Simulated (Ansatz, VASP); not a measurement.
# Two plane-wave programs on F

```
CELL_PARAMETERS angstrom
3.21216 -1.84614 -0.24775
3.21216 1.84614 -0.24775
-2.41530 0.00000 7.39328
ATOMIC_POSITIONS crystal
F 0.08485 0.08485 0.08202
F 0.91515 0.91515 0.91798
F 0.50157 0.50157 0.59372
F 0.49843 0.49843 0.40628
```

Alike in both runs: task single point; functional PBEsol; k mesh 4 × 4 × 2; occupations gaussian, width 0.05 eV; no spin polarisation.

|  | VASP | Ansatz |
| --- | --- | --- |
| version | VASP 6.6.1 | Ansatz 0.2.0 |
| potentials or method | VASP PAW PBE potentials, release 64 (F) | scalar-relativistic, plane waves, PAW |
| plane-wave cutoff (eV) | 520 | 520 |
| valence electrons in the cell | 28 | 28 |

```csv
,VASP,Ansatz,Ansatz less VASP
gap on the k mesh at the Fermi level (eV),2.38,2.44,+0.058
least direct gap on the mesh (eV),2.41,2.47,+0.057
pressure (GPa),1.8,1.4,-0.41
largest component of the traceless stress (GPa),5.65,5.17,-0.475
rms of the force components (eV/Å),1.790,1.586,-0.2039
```

Atom by atom the forces differ by 0.303 eV/Å (rms over components).

Caveats: the k mesh is coarse (spacing up to 0.50 Å⁻¹), so the values aren't converged; the PAW data sets were made with another functional, which shifts forces and pressure a little (VASP). A k mesh can miss the band edges.
